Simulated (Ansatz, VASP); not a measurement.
# GaP2: VASP beside Ansatz

```
Ga P
1.0
     3.23201    0.00000    0.00000
     0.00000    5.15666    0.00000
     0.00000    0.00000    7.13502
Ga P
2 4
Direct
  0.50000 0.27382 0.53252
  0.50000 0.72618 0.03252
  0.00000 0.66436 0.52517
  0.00000 0.33564 0.02517
  0.50000 0.85717 0.69310
  0.50000 0.14283 0.19310
```

Change from the starting cell: the structure that the rattled cell fell into.

Alike in both runs: functional PBE; k mesh 6 × 4 × 4; occupations gaussian, width 0.1 eV; no spin polarisation.

Ansatz relaxed the structure, and its values are those at the end. VASP's run is a single point on that final structure, the one shown.

|  | VASP | Ansatz |
| --- | --- | --- |
| version | VASP 6.6.1 | Ansatz 0.2.0 |
| potentials or method | VASP PAW PBE potentials, release 64 (Ga_d, P) | scalar-relativistic, plane waves, PAW |
| plane-wave cutoff (eV) | 520 | 420 |
| valence electrons in the cell | 46 | 46 |

```tsv
	VASP	Ansatz	Ansatz less VASP
gap on the k mesh at the Fermi level (eV)	none	none	-
pressure (GPa)	-0.1	0.0	+0.09
rms of the force components (eV/Å)	0.031	0.014	-0.0170
```

A gap of «none» marks a metal or a gap that the smearing closes. With one functional, cell and mesh, what is left measures potentials, basis and numerics.
